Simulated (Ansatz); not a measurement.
Runs of Ansatz 0.2.0 on AlN. It takes space group F-43m (No. 216, cubic). The conventional cell has a = 4.368 Å, b = 4.368 Å, c = 4.368 Å, α = 90.00°, β = 90.00°, γ = 90.00°. Al (site symmetry -43m) is surrounded by 4 N at 1.89 Å. Around N (site symmetry -43m) lie 4 Al at 1.89 Å. Measurements of this composition are mostly on another form, of space group No. 186.

```tsv
task	level	potentials or basis	cell	k mesh	cutoff (eV)	points for each segment of the path	mesh quality	gap on the mesh (eV)	pressure (GPa)	V0 of scaled cells (Å³/atom)	relaxed volume (Å³/atom)	B0 (GPa)
equation of state	LDA	PseudoDojo LDA	as given	10 × 10 × 10	1143	-	not flagged	-	-	10.17	-	210
equation of state	B3LYP5	Ansatz PAW	as given	5 × 5 × 5	420	-	coarse	-	-	10.55	-	202
relaxation of cell and atoms	r2SCAN+rVV10	Ansatz PAW	relaxed	10 × 10 × 10	500	-	not flagged	3.90	0.0	-	10.39	-
relaxation of cell and atoms	RPBE	Ansatz PAW	relaxed	10 × 10 × 10	420	-	not flagged	3.34	0.0	-	10.87	-
relaxation of cell and atoms	rPW86-PBE	Ansatz PAW	relaxed	10 × 10 × 10	420	-	not flagged	3.56	0.0	-	(a)	-
relaxation of cell and atoms	PBE+D3(BJ)	Ansatz PAW	relaxed	10 × 10 × 10	420	-	not flagged	(b)	0.0	-	(c)	-
equation of state	PBE	Ansatz PAW large core	as given	10 × 10 × 10	420	-	not flagged	-	-	10.67	-	193
band structure	B3LYP5	Ansatz PAW	as given	6 × 6 × 6	420	4	not flagged	(d)	2.6	-	-	-
```

Alike in all rows: no spin polarisation; smearing fermi-dirac 0.05 eV.

Task: Fill in the values left out.

Result: (a) 10.82; (b) 3.32; (c) 10.45; (d) 5.26.

Caveats: some runs use coarse meshes; the plane-wave basis is chosen anew once the cell has moved, so the energies of steps on either side of that aren't comparable (some runs); the PAW data sets come from PBE, with cores solved anew for the run's functional, which leaves a small shift of forces and pressure (some runs); the potentials were made for another functional, which shifts forces and pressure (some runs); the thresholds are loose for stress (some runs).

A k mesh can miss the band edges.
